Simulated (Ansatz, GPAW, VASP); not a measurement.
## One calculation of In, 3 ways

```xyz
1
Lattice="-1.6255 1.6255 2.4737 1.6255 -1.6255 2.4737 1.6255 1.6255 -2.4737" Properties=species:S:1:pos:R:3 pbc="T T T"
In    0.0000    0.0000    0.0000
```

Alike in all runs: task single point; functional PBE; k mesh 11 × 11 × 11; occupations gaussian, width 0.05 eV; no spin polarisation; no spin-orbit coupling. Pressure is positive in compression and, in plane waves, holds the error of the finite cutoff.

| program and potentials | plane-wave cutoff (eV) | notes | pressure (GPa) |
| --- | --- | --- | --- |
| Ansatz, all-electron LAPW, scalar-relativistic | - | - | 2.01 |
| GPAW, GPAW PAW data sets (gpaw-data 1.2.1) | 600 | - | 1.65 |
| VASP, PBE PAW files In_d, release 54, 520 eV | 520 | - | ? |

**Question.** Estimate from the other rows what the run with VASP, PBE PAW files In_d, release 54, 520 eV gave.

**Answer.** Pressure 1.93 GPa. The other rows, which needn't bracket it: pressure 1.65 to 2.01.
